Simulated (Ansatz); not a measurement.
Starting structure of a cell relaxation (symmetry kept):

```cif
data_structure
_symmetry_space_group_name_H-M 'Fm-3m'
_symmetry_Int_Tables_number 225
_cell_length_a 6.5195
_cell_length_b 6.5195
_cell_length_c 6.5195
_cell_angle_alpha 90.000
_cell_angle_beta 90.000
_cell_angle_gamma 90.000
_cell_volume 277.10
loop_
_atom_site_label
_atom_site_type_symbol
_atom_site_symmetry_multiplicity
_atom_site_Wyckoff_symbol
_atom_site_fract_x
_atom_site_fract_y
_atom_site_fract_z
_atom_site_occupancy
K1 K 4 a 0.00000 0.00000 0.00000 1
```

Computed with Ansatz 0.2.0, DFT PBE+D3(BJ), scalar-relativistic, plane waves, PAW.

Cutoff 420 eV; k points 12×12×12 on the computed 1-atom cell (Γ-centred); Gaussian smearing, width 0.10 eV; no spin polarisation.

Q: What does it relax to?

A: The volume is unchanged to within 0.01 Å³/atom to 69.28 Å³/atom, and the energy changes by under 0.1 meV/atom. Final structure:
```cif
data_structure
_symmetry_space_group_name_H-M 'Fm-3m'
_symmetry_Int_Tables_number 225
_cell_length_a 6.5195
_cell_length_b 6.5195
_cell_length_c 6.5195
_cell_angle_alpha 90.000
_cell_angle_beta 90.000
_cell_angle_gamma 90.000
_cell_volume 277.10
loop_
_atom_site_label
_atom_site_type_symbol
_atom_site_symmetry_multiplicity
_atom_site_Wyckoff_symbol
_atom_site_fract_x
_atom_site_fract_y
_atom_site_fract_z
_atom_site_occupancy
K1 K 4 a 0.00000 0.00000 0.00000 1
```

This fcc form isn't the element's structure at ambient conditions.